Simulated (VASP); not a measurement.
LiF: single point with LDA

LiF:

```
Li F
1.0
     3.01503    0.00000    0.00000
    -1.50751    2.61109    0.00000
     0.00000    0.00000    4.73521
Li F
2 2
Direct
  0.33333 0.66667 0.38115
  0.66667 0.33333 0.88115
  0.33333 0.66667 0.99384
  0.66667 0.33333 0.49384
```

Measurements of this composition are mostly on another form, of space group No. 225.

The cell isn't the ideal one: strain -0.015 along x and y, -0.015 along z, atoms carried along.

* Program: VASP 6.6.1
* Task: single point
* Functional: LDA
* Potentials or basis: VASP PAW LDA potentials, release 64 (Li_sv, F)
* Cutoff: 520 eV
* k mesh: 9 × 9 × 6
* Occupations: gaussian, width 0.05 eV
* Spin: no spin polarisation

- Band gap on the k mesh: 7.84 eV, direct

Forces in eV/Å, atoms in the order of the input:
```
Li   0.000  0.000 -0.003
Li   0.000  0.000 -0.003
F    0.000  0.000  0.003
F    0.000  0.000  0.003
```

Levels at points of the mesh, in eV from the valence-band top:
| k point | band 6 | band 7 | band 8 | band 9 | band 10 | band 11 | band 12 | band 13 | band 14 | band 15 |
| --- | --- | --- | --- | --- | --- | --- | --- | --- | --- | --- |
| (0.00, 0.00, 0.00) | -0.52 | -0.52 | -0.16 | -0.16 | 0.00 | 7.84 | 12.11 | 15.57 | 18.60 | 18.60 |
| (0.00, 0.00, 0.50) | -1.28 | -0.34 | -0.34 | -0.34 | -0.34 | 9.55 | 9.55 | 17.76 | 17.76 | 18.89 |

Wall time 13 s on 1 thread of Intel(R) Xeon(R) Platinum 8559C (Emerald Rapids), with other jobs on the host, peak memory 0.14 GiB.

Caveat: an odd mesh through Γ misses points on the zone boundary, where band edges often lie.
